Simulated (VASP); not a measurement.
Crystal: Li2O.

```
CELL_PARAMETERS angstrom
0.00000 2.28637 2.28637
2.28637 0.00000 2.28637
2.28637 2.28637 0.00000
ATOMIC_POSITIONS crystal
O 0.00000 0.00000 0.00000
Li 0.25000 0.25000 0.25000
Li 0.75000 0.75000 0.75000
```

The cell was built by a generator and needn't be a form met in nature.

Program: VASP 6.6.1. Alike in all runs: task single point; potentials or basis VASP PAW PBE potentials, release 64 (O, Li_sv); no spin polarisation; cell as given; cutoff (eV) 520; smearing gaussian 0.01 eV.

Question: Order these runs on this cell by their band gap on the k mesh, lowest first.
A. level HSE06; k mesh 4 × 4 × 4; exchange at q = 0 truncated; grid for exact exchange (PRECFOCK) Normal; screening parameter 0.2079 1/A; mesh quality coarse
B. level PBE-based screened hybrid; k mesh 4 × 4 × 4; exchange at q = 0 truncated; grid for exact exchange (PRECFOCK) Normal; share of exact exchange 0.35; screening parameter 0.5; mesh quality coarse
C. level PBEsol; k mesh 6 × 6 × 6; mesh quality not flagged

Answer: C (4.87 eV), B (6.39 eV), A (6.64 eV).

Caveats: some runs use coarse meshes.

A k mesh can miss the band edges.
